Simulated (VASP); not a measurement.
All values below come from SCAN meta-GGA, VASP's PBE PAW potentials (set 64) (plane waves; VASP).

A VASP calculation is set up with these files.

**POSCAR**
```
LaAlO3
1
    3.7016030042     0.0000000000     0.0000000000
    0.0000000000     3.7016030042     0.0000000000
    0.0000000000     0.0000000000     3.7016030042
La Al O
1 1 3
Direct
  0.0000000000   0.0000000000   0.0000000000
  0.5000000000   0.5000000000   0.5000000000
  0.5000000000   0.0000000000   0.5000000000
  0.0000000000   0.5000000000   0.5000000000
  0.5000000000   0.5000000000   0.0000000000
```

**KPOINTS**
```
Automatic mesh
0
Gamma
6 6 6
0 0 0
```

### INCAR
```
LWAVE = .FALSE.
LMIXTAU = .TRUE.
SYSTEM = LaAlO3
ISMEAR = 0
NELM = 100   ! most electronic steps
ALGO = Normal
EDIFF = 1E-7   ! SCF stop (eV)
LCHARG = .FALSE.
ENCUT = 520   ! plane-wave cut-off (eV)
LREAL = .FALSE.
SIGMA = 0.05   ! width (eV)
PREC = Accurate
LMAXMIX = 6   ! l cut-off of mixed one-centre charges
ISIF = 2   ! forces and stress, cell fixed
METAGGA = SCAN
LASPH = .TRUE.   ! aspherical one-centre terms
```

POTCAR, in this order: La Al O (PBE.64 set). Program: vasp_std.

The run wrote:

### OSZICAR
```
       N       E                     dE             d eps       ncg     rms          rms(c)
DAV:   1     0.262175409375E+03    0.26218E+03   -0.14817E+04   888   0.255E+03
DAV:   2    -0.233835942599E+02   -0.28556E+03   -0.25783E+03   996   0.386E+02
DAV:   3    -0.969903681004E+02   -0.73607E+02   -0.71372E+02  1224   0.219E+02
DAV:   4    -0.101967417463E+03   -0.49770E+01   -0.49507E+01  1244   0.500E+01
DAV:   5    -0.102255716078E+03   -0.28830E+00   -0.28800E+00  1276   0.110E+01    0.130E+01
DAV:   6    -0.856275028151E+02    0.16628E+02   -0.16809E+01  1148   0.250E+01    0.501E+00
DAV:   7    -0.879611620734E+02   -0.23337E+01   -0.64466E+00  1312   0.292E+01    0.310E+00
DAV:   8    -0.881307302945E+02   -0.16957E+00   -0.19896E+00  1164   0.165E+01    0.156E+00
DAV:   9    -0.874960600440E+02    0.63467E+00   -0.92257E-01  1148   0.947E+00    0.531E-01
DAV:  10    -0.877968699292E+02   -0.30081E+00   -0.17108E-01  1320   0.448E+00    0.244E-01
DAV:  11    -0.878319848008E+02   -0.35115E-01   -0.30343E-02  1476   0.132E+00    0.165E-01
DAV:  12    -0.878379407539E+02   -0.59560E-02   -0.49000E-03  1416   0.509E-01    0.149E-01
DAV:  13    -0.878342227313E+02    0.37180E-02   -0.10279E-02  1312   0.123E+00    0.181E-01
DAV:  14    -0.878398612728E+02   -0.56385E-02   -0.85270E-03  1300   0.126E+00    0.452E-02
DAV:  15    -0.878400568545E+02   -0.19558E-03   -0.78124E-04  1204   0.306E-01    0.382E-02
DAV:  16    -0.878400502017E+02    0.66529E-05   -0.55861E-05  1224   0.759E-02    0.341E-02
DAV:  17    -0.878400971568E+02   -0.46955E-04   -0.14531E-04  1260   0.112E-01    0.120E-02
DAV:  18    -0.878401136846E+02   -0.16528E-04   -0.48683E-05  1288   0.636E-02    0.531E-03
DAV:  19    -0.878401141115E+02   -0.42687E-06   -0.74294E-06  1376   0.220E-02    0.740E-03
DAV:  20    -0.878401136813E+02    0.43017E-06   -0.58395E-06  1304   0.273E-02    0.275E-03
DAV:  21    -0.878401159912E+02   -0.23099E-05   -0.18128E-06  1292   0.126E-02    0.174E-03
DAV:  22    -0.878401161681E+02   -0.17690E-06   -0.33181E-07   920   0.735E-03    0.790E-04
DAV:  23    -0.878401162353E+02   -0.67177E-07   -0.11167E-07   608   0.534E-03
   1 F= -.87840116E+02 E0= -.87840116E+02  d E =-.170271E-21
```

File OUTCAR:
```
------------------------ aborting loop because EDIFF is reached ----------------------------------------
  FORCE on cell =-STRESS in cart. coord.  units (eV):
  Direction    XX          YY          ZZ          XY          YZ          ZX
  --------------------------------------------------------------------------------------
  Total        4.7915049      4.7915049      4.7915049      0.0000000      0.0000000     -0.0000000
  in kB      151.3606572    151.3606572    151.3606572      0.0000000      0.0000000     -0.0000000
  external PRESSURE =     151.3606572 kB  Pullay stress =       0.0000000 kB
  volume of cell :       50.72
      direct lattice vectors                 reciprocal lattice vectors
     3.701603004  0.000000000  0.000000000     0.270153228  0.000000000  0.000000000
     0.000000000  3.701603004  0.000000000     0.000000000  0.270153228  0.000000000
     0.000000000  0.000000000  3.701603004     0.000000000  0.000000000  0.270153228
 POSITION                                       TOTAL-FORCE (eV/Angst)
 -----------------------------------------------------------------------------------
      0.00000      0.00000      0.00000         0.000000      0.000000      0.000000
      1.85080      1.85080      1.85080         0.000000      0.000000      0.000000
      1.85080      0.00000      1.85080         0.000000      0.000000      0.000000
      0.00000      1.85080      1.85080         0.000000      0.000000      0.000000
      1.85080      1.85080      0.00000         0.000000      0.000000      0.000000
 -----------------------------------------------------------------------------------
    total drift:                               -0.000000     -0.000000      0.000000
  FREE ENERGIE OF THE ION-ELECTRON SYSTEM (eV)
  ---------------------------------------------------
  free  energy   TOTEN  =       -87.8401162353 eV

  energy  without entropy=      -87.8401162353  energy(sigma->0) =      -87.84011624
```
(Selected blocks of OUTCAR.)

The compound is LaAlO3 in the cubic perovskite structure, the ideal cubic form; the compound distorts at low or room temperature. This cell is one point of a volume scan, at 0.94 of the reference volume.
